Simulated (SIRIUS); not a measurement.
# Rh (Fm-3m) in SIRIUS: equation of state

Aim: energy against volume of Rh in PBEsol, for its equilibrium volume and stiffness.

Everything below comes from runs of SIRIUS 7.12.0. Logs are shortened: lines on timing, memory, paths and dates and some standing lists are left out, and cuts for length are marked. The log counts tension as positive stress, the text compression.

**Measured values to compare with.**

From “Thermal equation of state of rhodium characterized by XRD in a resistively heated diamond anvil cell”, 2024, pmc:11535440, for a bulk crystal of Rh: bulk modulus 264 ± 1 GPa.

How close the calculation comes is told below.

### Step 1. The crystal as given

The structure is cubic, space group Fm-3m (No. 225). Conventional cell: a = 3.796 Å, b = 3.796 Å, c = 3.796 Å, α = 90.00°, β = 90.00°, γ = 90.00°. Around Rh (site symmetry m-3m) lie 12 Rh at 2.68 Å.

### Step 2. Equation of state, PBEsol, 12.85 Å³/atom (volume scaled by 0.94)

File sirius.json:

```json
{
  "control": {
    "processing_unit": "cpu",
    "std_evp_solver_name": "lapack",
    "gen_evp_solver_name": "lapack",
    "verbosity": 2,
    "print_forces": false,
    "ortho_rf": true,
    "use_second_variation": true,
    "rmt_max": 3.0,
    "num_bands_to_print": 17,
    "save_wf": true
  },
  "parameters": {
    "electronic_structure_method": "full_potential_lapwlo",
    "xc_functionals": ["XC_GGA_X_PBE_SOL", "XC_GGA_C_PBE_SOL"],
    "core_relativity": "dirac",
    "valence_relativity": "iora",
    "num_fv_states": 17,
    "smearing": "fermi_dirac",
    "smearing_width": 0.0018374661,
    "pw_cutoff": 20,
    "gk_cutoff": 3.61,
    "lmax_apw": 10,
    "lmax_rho": 8,
    "lmax_pot": 8,
    "num_mag_dims": 0,
    "auto_rmt": 0,
    "ngridk": [12, 12, 12],
    "shiftk": [0, 0, 0],
    "num_dft_iter": 80,
    "energy_tol": 1e-07,
    "density_tol": 1e-05,
    "use_symmetry": true
  },
  "settings": {"tol_ne": 1e-10},
  "iterative_solver": {"type": "exact"},
  "mixer": {"type": "anderson", "beta": 0.5, "max_history": 8},
  "unit_cell": {
    "lattice_vectors": [[0.0, 3.5132040044, 3.5132040044], [3.5132040044, 0.0, 3.5132040044], [3.5132040044, 3.5132040044, 0.0]],
    "atom_types": ["Rh"],
    "atom_files": {"Rh": "Rh.json"},
    "atoms": {"Rh": [[0.0, 0.0, 0.0]]}
  }
}
```

File Rh.json:

```json
{
  "name": "rhodium",
  "symbol": "Rh",
  "number": 45,
  "mass": 102.9055,
  "rmin": 1e-06,
  "rmt": 2.44,
  "nrmt": 800,
  "rinf": 15.89,
  "core": "1s2s2p3s3p3d",
  "valence": [
    {"basis": [{"enu": 0.24, "dme": 0, "n": 0, "auto": 0}, {"enu": 0.24, "dme": 1, "n": 0, "auto": 0}]},
    {"l": 0, "n": 1, "basis": [{"enu": 0.34, "dme": 0, "n": 0, "auto": 0}]},
    {"l": 1, "n": 2, "basis": [{"enu": 0.34, "dme": 0, "n": 0, "auto": 0}]},
    {"l": 2, "n": 3, "basis": [{"enu": 0.34, "dme": 0, "n": 0, "auto": 0}]},
    {"l": 3, "n": 4, "basis": [{"enu": 0.34, "dme": 0, "n": 0, "auto": 0}]}
  ],
  "lo": [
    {"l": 0, "basis": [{"enu": 0.34, "dme": 0, "n": 0, "auto": 0}, {"enu": 0.34, "dme": 1, "n": 0, "auto": 0}]},
    {
      "l": 0,
      "basis": [{"enu": -2.5164, "dme": 0, "n": 4, "auto": 1}, {"enu": -2.5164, "dme": 1, "n": 4, "auto": 1}]
    },
    {
      "l": 0,
      "basis": [{"enu": -2.5164, "dme": 1, "n": 4, "auto": 1}, {"enu": 0.34, "dme": 0, "n": 0, "auto": 0}]
    },
    {"l": 0, "basis": [{"enu": 0.34, "dme": 0, "n": 0, "auto": 0}, {"enu": 3.0274, "dme": 0, "n": 0, "auto": 0}]},
    {"l": 1, "basis": [{"enu": 0.34, "dme": 0, "n": 0, "auto": 0}, {"enu": 0.34, "dme": 1, "n": 0, "auto": 0}]},
    {
      "l": 1,
      "basis": [{"enu": -1.3462, "dme": 0, "n": 4, "auto": 1}, {"enu": -1.3462, "dme": 1, "n": 4, "auto": 1}]
    },
    {
      "l": 1,
      "basis": [{"enu": -1.3462, "dme": 1, "n": 4, "auto": 1}, {"enu": 0.34, "dme": 0, "n": 0, "auto": 0}]
    },
    {"l": 1, "basis": [{"enu": 0.34, "dme": 0, "n": 0, "auto": 0}, {"enu": 3.4306, "dme": 0, "n": 0, "auto": 0}]},
    {"l": 2, "basis": [{"enu": 0.34, "dme": 0, "n": 0, "auto": 0}, {"enu": 0.34, "dme": 1, "n": 0, "auto": 0}]},
    {"l": 2, "basis": [{"enu": 0.34, "dme": 1, "n": 0, "auto": 0}, {"enu": 0.34, "dme": 2, "n": 0, "auto": 0}]},
    {"l": 2, "basis": [{"enu": 0.34, "dme": 0, "n": 0, "auto": 0}, {"enu": 2.9603, "dme": 0, "n": 0, "auto": 0}]},
    {"l": 3, "basis": [{"enu": 0.34, "dme": 0, "n": 0, "auto": 0}, {"enu": 0.34, "dme": 1, "n": 0, "auto": 0}]},
    {"l": 3, "basis": [{"enu": 0.34, "dme": 0, "n": 0, "auto": 0}, {"enu": 3.2626, "dme": 0, "n": 0, "auto": 0}]}
  ],
  "free_atom": [... radial grid and density of the free atom, the start of the SCF ...]
}
```

File sirius_start.json:

```json
{
  "control": {
    "processing_unit": "cpu",
    "std_evp_solver_name": "lapack",
    "gen_evp_solver_name": "lapack",
    "verbosity": 1,
    "print_forces": false,
    "ortho_rf": true,
    "use_second_variation": true,
    "rmt_max": 3.0,
    "num_bands_to_print": 17,
    "save_wf": false
  },
  "parameters": {
    "electronic_structure_method": "full_potential_lapwlo",
    "xc_functionals": ["XC_LDA_X", "XC_LDA_C_PW"],
    "core_relativity": "dirac",
    "valence_relativity": "iora",
    "num_fv_states": 17,
    "smearing": "fermi_dirac",
    "smearing_width": 0.0055123983,
    "pw_cutoff": 20,
    "gk_cutoff": 2.89,
    "lmax_apw": 10,
    "lmax_rho": 8,
    "lmax_pot": 8,
    "num_mag_dims": 0,
    "auto_rmt": 0,
    "ngridk": [5, 5, 5],
    "shiftk": [0, 0, 0],
    "num_dft_iter": 30,
    "energy_tol": 0.01,
    "density_tol": 0.05,
    "use_symmetry": true
  },
  "settings": {"tol_ne": 1e-10},
  "iterative_solver": {"type": "exact"},
  "mixer": {"type": "anderson", "beta": 0.5, "max_history": 8},
  "unit_cell": {
    "lattice_vectors": [[0.0, 3.5132040044, 3.5132040044], [3.5132040044, 0.0, 3.5132040044], [3.5132040044, 3.5132040044, 0.0]],
    "atom_types": ["Rh"],
    "atom_files": {"Rh": "Rh.json"},
    "atoms": {"Rh": [[0.0, 0.0, 0.0]]}
  }
}
```

Potentials or basis: all-electron FP-LAPW, apw+lo standard.

Run with:

```
OMP_NUM_THREADS=1 sirius.scf --input=sirius_start.json --output=start.json
OMP_NUM_THREADS=1 sirius.scf --input=sirius.json --output=output.json --task=1
```

Standard output:

```text
[info] SIRIUS version : 7.12.0
[info] number of MPI ranks           : 1
[info] MPI grid                      : 1 1
[info] maximum number of OMP threads : 1
[fft] FFT context for density and potential
[fft] =====================================
[fft]   plane wave cutoff                     : 20
[fft]   grid size                             : 36 36 36   total : 46656
[fft]   grid limits                           : -17 18   -17 18   -17 18
[fft]   number of G-vectors within the cutoff : 11791
[fft]   number of G-shells                    : 351
[fft] FFT context for coarse grid
[fft] =====================================
[fft]   plane wave cutoff                     : 7.22
[fft]   grid size                             : 15 15 15   total : 3375
[fft]   grid limits                           : -7 7   -7 7   -7 7
[fft]   number of G-vectors within the cutoff : 537
[fft]   number of G-shells                    : 27
[unit cell] lattice vectors
[unit cell]   a1 :       0.0000000000      3.5132040044      3.5132040044
[unit cell]   a2 :       3.5132040044      0.0000000000      3.5132040044
[unit cell]   a3 :       3.5132040044      3.5132040044      0.0000000000
[unit cell] reciprocal lattice vectors
[unit cell]   b1 :      -0.8942243746      0.8942243746      0.8942243746
[unit cell]   b2 :       0.8942243746     -0.8942243746      0.8942243746
[unit cell]   b3 :       0.8942243746      0.8942243746     -0.8942243746
[unit cell] unit cell volume :        86.72416019 [a.u.^3]
[unit cell] 1/sqrt(omega)    :         0.10738162
[unit cell] MT volume        :        60.84965053 (70.16%)
[unit cell] IT volume        :        25.87450966 (29.84%)
[unit cell] number of atom types : 1
[unit cell] type id : 0 symbol : Rh mt_radius :   2.440000 num_atoms : 1
[unit cell] total number of atoms : 1
[unit cell] number of symmetry classes : 1
[unit cell] atom id  type id  class id             position                      vector_field
[unit cell] ------------------------------------------------------------------------------------------
[unit cell]      0        0        0      0.00000   0.00000   0.00000      0.00000   0.00000   0.00000
[unit cell] atom id         position (Cartesian, a.u.)
[unit cell] ---------------------------------------------
[unit cell]      0       0.000000    0.000000    0.000000
[... 315 lines left out ...]
[diagonalize] ik:    3   -2.466827   -1.288128   -1.273058   -1.273058    0.189634    0.304700    0.323881    0.323881    0.401595    0.401595    1.001714    1.081328    1.348932    1.348932    1.412619    1.428921    1.428921
[diagonalize] ik:    4   -2.465425   -1.296585   -1.274218   -1.274218    0.195434    0.316628    0.316628    0.354002    0.425971    0.425971    0.911666    1.046629    1.318723    1.318723    1.437311    1.437311    1.462729
[diagonalize] ...
[diagonalize] ik:   67   -2.462550   -1.297748   -1.287254   -1.281915    0.222800    0.236333    0.326815    0.410754    0.458471    0.653586    0.906151    0.907848    0.982036    1.335173    1.398827    1.556301    1.691291
[diagonalize] ik:   68   -2.462297   -1.295838   -1.290614   -1.282446    0.228837    0.255536    0.307168    0.391735    0.467756    0.743443    0.808772    0.917417    0.957922    1.335449    1.418749    1.582690    1.690511
[diagonalize] ik:   69   -2.462421   -1.294444   -1.292093   -1.281486    0.238627    0.275724    0.280981    0.385863    0.458174    0.721404    0.835339    0.894628    0.998531    1.332015    1.392102    1.639873    1.645737
[diagonalize] ik:   70   -2.462176   -1.298034   -1.288198   -1.283474    0.213424    0.232173    0.343738    0.407644    0.476678    0.716052    0.877854    0.878642    0.927734    1.343977    1.465264    1.485817    1.722600
[diagonalize] ik:   71   -2.462173   -1.293152   -1.293152   -1.283567    0.230183    0.280131    0.280131    0.385578    0.476720    0.806400    0.806400    0.869730    0.924240    1.391734    1.391734    1.568998    1.757592
[generate_core_charge_density] atom class : 0
[generate_core_charge_density]   n,l,k : 1 0 1  energy :        -845.17786187
[generate_core_charge_density]   n,l,k : 2 0 1  energy :        -122.04241074
[generate_core_charge_density]   n,l,k : 2 1 1  energy :        -112.97408403
[generate_core_charge_density]   n,l,k : 2 1 2  energy :        -107.66395792
[generate_core_charge_density]   n,l,k : 3 0 1  energy :         -21.34343557
[generate_core_charge_density]   n,l,k : 3 1 1  energy :         -17.79466868
[generate_core_charge_density]   n,l,k : 3 1 2  energy :         -16.88078451
[generate_core_charge_density]   n,l,k : 3 2 2  energy :         -10.59293519
[generate_core_charge_density]   n,l,k : 3 2 3  energy :         -10.41259017
[find] Total energy                   :   -4782.91133966 (Ha),   -9565.82267933 (Ry)
[find] iteration : 1, RMS (target) : 8.2756e-02 (1.0000e-05) , energy difference (target) : -3.6716e-06 (1.0000e-07)
[find] Total energy                   :   -4782.91132551 (Ha),   -9565.82265103 (Ry)
[find] iteration : 2, RMS (target) : 3.8268e-03 (1.0000e-05) , energy difference (target) : 1.4151e-05 (1.0000e-07)
[find] Total energy                   :   -4782.91133092 (Ha),   -9565.82266183 (Ry)
[find] iteration : 3, RMS (target) : 1.0807e-03 (1.0000e-05) , energy difference (target) : -5.4031e-06 (1.0000e-07)
[find] Total energy                   :   -4782.91133223 (Ha),   -9565.82266445 (Ry)
[find] iteration : 4, RMS (target) : 1.0876e-04 (1.0000e-05) , energy difference (target) : -1.3098e-06 (1.0000e-07)
[... 12 lines left out ...]
[find] valence_eval_sum               :      -9.55306181
[find] core_eval_sum                  :   -2841.08749845
[find] kinetic energy                 :    4984.99098210
[find] enuc                           :   -5803.24067086
[find] <rho|V^{XC}>                   :    -179.52829298
[find] <rho|E^{XC}>                   :    -136.60996130
[find] <mag|B^{XC}>                   :       0.00000000
[find] <rho|V^{H}>                    :   -7656.10324937
[find] smearing (-TS)                 :      -0.00026597
[find] SCF correction                 :      -0.00005738
[find] Total energy                   :   -4782.91133212 (Ha),   -9565.82266424 (Ry)
[find] Free energy (E-TS)             :   -4782.91159809 (Ha),   -9565.82319617 (Ry)
[find] band gap (eV)                  :       0.00000000
[find] Efermi                         :       0.45576014
[find] iteration : 6, RMS (target) : 4.1561e-06 (1.0000e-05) , energy difference (target) : 5.0586e-09 (1.0000e-07)
[find] converged after 7 SCF iterations!
[find] Charges and magnetic moments
[find] --------------------------------------------------------------------------------
[find] atom      charge    core leakage
[find] --------------------------------------------------------------------------------
[find]    0   43.833528    5.101275e-08
[find] total core leakage    : 5.10127499e-08
[find] interstitial charge   : 1.166471
[find] total charge          : 44.999998
[find] Energy
[find] --------------------------------------------------------------------------------
[find] valence_eval_sum               :      -9.55306181
[find] core_eval_sum                  :   -2841.08749845
[find] kinetic energy                 :    4984.99098210
[find] enuc                           :   -5803.24067086
[find] <rho|V^{XC}>                   :    -179.52829298
[find] <rho|E^{XC}>                   :    -136.60996130
[find] <mag|B^{XC}>                   :       0.00000000
[find] <rho|V^{H}>                    :   -7656.10324937
[find] smearing (-TS)                 :      -0.00026597
[find] SCF correction                 :      -0.00005738
[find] Total energy                   :   -4782.91133212 (Ha),   -9565.82266424 (Ry)
[find] Free energy (E-TS)             :   -4782.91159809 (Ha),   -9565.82319617 (Ry)
[find] band gap (eV)                  :       0.00000000
[find] Efermi                         :       0.45576014
```

Run time: 20 s. Hardware: 1 thread of Arm Neoverse V2, shared host; peak memory 0.29 GiB.

What came out:

| Item | Value |
| --- | --- |
| Free energy | -130149.6549 eV |
| Band gap on the k mesh | none (metal or under the smearing width) |
| All electrons inside the program's atomic spheres | Rh 43.83 (radii Rh 2.44 bohr) |

[end of part 1 of 3]
